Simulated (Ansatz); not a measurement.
# TiSi2 (Fddd): cell relaxations under several functionals from a Python script

A script is to give cell relaxations under several functionals; the system is TiSi2 (Fddd).

Computed with Ansatz 0.2.0 through its Python package. The levels of theory stand in the script.

**1. Starting point**

Symmetry: Fddd, No. 70, orthorhombic system. The conventional cell has a = 4.773 Å, b = 8.236 Å, c = 8.523 Å, α = 90.00°, β = 90.00°, γ = 90.00°. Ti (site symmetry 222) has 10 Si at 2.54 to 2.75 Å as nearest neighbours. Around Si (site symmetry 2) lie 5 Ti at 2.54 to 2.75 Å and 5 Si at 2.54 to 2.75 Å.

The script holds or builds the structure itself.

**2. Script**

The input, tisi2_lattice.py:

```python
"""Relaxed cell of TiSi2 under several functionals."""

import ansatz
import numpy as np

def edges_and_angles(cell):
    cell = np.asarray(cell)
    a, b, c = np.linalg.norm(cell, axis=1)
    cosines = cell[1] @ cell[2] / (b * c), cell[0] @ cell[2] / (a * c), cell[0] @ cell[1] / (a * b)
    return (a, b, c, *np.degrees(np.arccos(cosines)))

vectors = np.array([
    [0.0, 4.118, 4.2615],
    [2.3865, 0.0, 4.2615],
    [2.3865, 4.118, 0.0],
])
cell = (
    ansatz.Lattice.of(vectors)
    .atom("Ti", (0.75, 0.75, 0.75))
    .atom("Ti", (0.5, 0.5, 0.5))
    .atom("Si", (0.083, 0.417, 0.083))
    .atom("Si", (0.417, 0.083, 0.417))
    .atom("Si", (0.167, 0.833, 0.167))
    .atom("Si", (0.833, 0.167, 0.833))
)

setup = cell.calculation()
setup = setup.kpoints(density=4.5)
setup = setup.occupations("gaussian", width=0.15)
setup = setup.relax(cell=True, max_steps=40)

levels = [("lda", "none"), ("r2scan", "d4"), ("pbesol", "none"), ("pbe", "none")]
print("level            a       b       c    alpha   beta  gamma  V/atom  steps")
for name, dispersion in levels:
    seen = []
    run = setup.functional(name, dispersion=dispersion).session().plan()
    res = run.execute(on_event=lambda e: seen.append(e) if e["event"] == "relax_step" else None)
    cell = res.lattice.cell_ang
    label = name if dispersion == "none" else f"{name}+{dispersion}"
    print("{:13s} {:7.4f} {:7.4f} {:7.4f} {:6.2f} {:6.2f} {:6.2f}".format(label, *edges_and_angles(cell)), f"{abs(np.linalg.det(cell)) / len(res.lattice.sites):7.3f} {len(seen):5d}")
```

**3. The input behind the calls**

The package turns the script's settings into the engine's input (first run):

```yaml
crystal:
  lattice:
    - [0.0, 4.118, 4.2615]
    - [2.3865, 0.0, 4.2615]
    - [2.3865, 4.118, 0.0]
  atoms:
    - { symbol: Ti, position: [0.75, 0.75, 0.75] }
    - { symbol: Ti, position: [0.5, 0.5, 0.5] }
    - { symbol: Si, position: [0.083, 0.417, 0.083] }
    - { symbol: Si, position: [0.417, 0.083, 0.417] }
    - { symbol: Si, position: [0.167, 0.833, 0.167] }
    - { symbol: Si, position: [0.833, 0.167, 0.833] }
kpoints:
  mp_grid:
    kspacing: 0.2222222222222222
hamiltonian:
  xc: lda
  dispersion: none
scf:
  occupations:
    method: gaussian
    width: 0.15
relax:
  max_steps: 40
  cell: {}
```

**4. Running it**

Command:

```sh
$ python tisi2_lattice.py
```

The log of the run:

```text
level            a       b       c    alpha   beta  gamma  V/atom  steps
DeckWarning: basis.ecutwfc = 420 eV, auto-derived from the records' recommended cutoffs: set by Ti (normal level)
lda            5.8574  4.8335  4.7033  75.77  53.12  51.11  13.508     6
DeckWarning: basis.ecutwfc = 500 eV, auto-derived from the records' recommended cutoffs: set by Ti (their level for a meta-GGA)
r2scan+d4      5.9045  4.8685  4.7437  75.78  53.06  51.15  13.829     6
pbesol         5.8991  4.8687  4.7356  75.78  53.13  51.09  13.796     6
pbe            5.9524  4.9072  4.7855  75.76  53.04  51.19  14.184     7
```

(Warnings from the package without file and line.)

Wall time 5 min (1 thread of Arm Neoverse V2, shared host); peak memory 0.86 GiB.

Lines on the test bed's own set-up are left out of the output.

**5. The runs side by side**

From the records of these 4 runs:

| run | functional | dispersion | energy (eV/atom) | final volume (Å³/atom) | pressure (GPa) | SCF cycles in all | CPU time (s) |
| --- | --- | --- | --- | --- | --- | --- | --- |
| 1 | lda | none | -1223.2052 | 13.51 | -0.02 | 36 | 55 |
| 2 | r2scan | d4 | -1261.5070 | 13.83 | 0.00 | 29 | 120 |
| 3 | pbesol | none | -1239.6343 | 13.80 | 0.00 | 37 | 56 |
| 4 | pbe | none | -1257.6569 | 14.18 | 0.00 | 44 | 66 |

Energies are free energies F = E - TS of the smeared occupations. Totals hang on method, basis and potentials, so only like runs compare.

**6. The relaxation of run 1, step by step**

Step by step:

```csv
step,energy from step 1 (eV/cell),largest force component (eV/Å),pressure (GPa),volume (Å³)
1,0.0000,0.1371,-4.91,83.76
2,-0.0470,0.0777,0.35,80.81
3,-0.0496,0.0399,0.15,80.99
4,-0.0501,0.0163,0.00,81.05
5,-0.0502,0.0005,0.00,81.05
6,-0.0494,0.0005,-0.02,81.05
```

Step 1 is the start. Step 6 repeats the geometry before it on a plane-wave basis chosen anew for that cell, so its energy need not be comparable with the rows above.

Lengths and angles in the start's conventional setting:

|  | before | after | change |
| --- | --- | --- | --- |
| a (Å) | 4.773 | 4.728 | -1.0 % |
| b (Å) | 8.236 | 8.132 | -1.3 % |
| c (Å) | 8.523 | 8.432 | -1.1 % |
| volume (Å³/atom) | 13.96 | 13.51 | -3.2 % |
| shortest distance (Å) | 2.536 | 2.500 | -1.4 % |
| space group (0.01 Å) | Fddd | Fddd | same |

Forces and stress were held to the start's 8 operations: a distortion of lower symmetry was not tested.

**7. How the relaxation of run 4 went**

Relaxation path:

| step | E - E(step 1) (eV/cell) | largest force component (eV/Å) | pressure (GPa) | volume (Å³) |
| --- | --- | --- | --- | --- |
| 1 | 0.0000 | 0.2000 | 2.30 | 83.76 |
| 2 | -0.0181 | 0.0975 | -0.11 | 85.21 |
| 3 | -0.0214 | 0.0425 | -0.24 | 85.25 |
| 4 | -0.0221 | 0.0059 | 0.06 | 85.07 |
| 5 | -0.0221 | 0.0005 | -0.01 | 85.11 |
| 6 | -0.0221 | 0.0000 | 0.00 | 85.10 |
| 7 | -0.0224 | 0.0000 | 0.00 | 85.10 |

Step 1 is the start. Step 7 repeats the geometry before it on a plane-wave basis chosen anew for that cell, so its energy need not be comparable with the rows above.

Lengths and angles in the start's conventional setting:

|  | before | after | change |
| --- | --- | --- | --- |
| a (Å) | 4.773 | 4.807 | +0.7 % |
| b (Å) | 8.236 | 8.277 | +0.5 % |
| c (Å) | 8.523 | 8.557 | +0.4 % |
| volume (Å³/atom) | 13.96 | 14.18 | +1.6 % |
| shortest distance (Å) | 2.536 | 2.534 | -0.1 % |
| space group (0.01 Å) | Fddd | Fddd | same |

The run keeps the 8 symmetry operations of the start, so it could not have lowered the symmetry.

**8. Results**

| quantity | value |
| --- | --- |
| runs compared | 4 |
| relaxed volume | 13.51 (lda) to 14.18 Å³/atom (pbe) |

From smallest to largest: LDA (13.51 Å³ an atom, -3.2 % against the start), PBEsol (13.80 Å³ an atom, -1.2 % against the start), r2SCAN+D4 (13.83 Å³ an atom, -0.9 % against the start) and PBE (14.18 Å³ an atom, +1.6 % against the start). The spread is 5.0 % in volume. In run 1, the volume shrank by 3.2 % over 4 moves, and the space group stayed Fddd. In run 4, over 5 moves the cell grew by 1.6 % in volume, and the space group stayed Fddd. Notes:
- Edges and angles that the script prints are those of the cell as typed, here a primitive one.
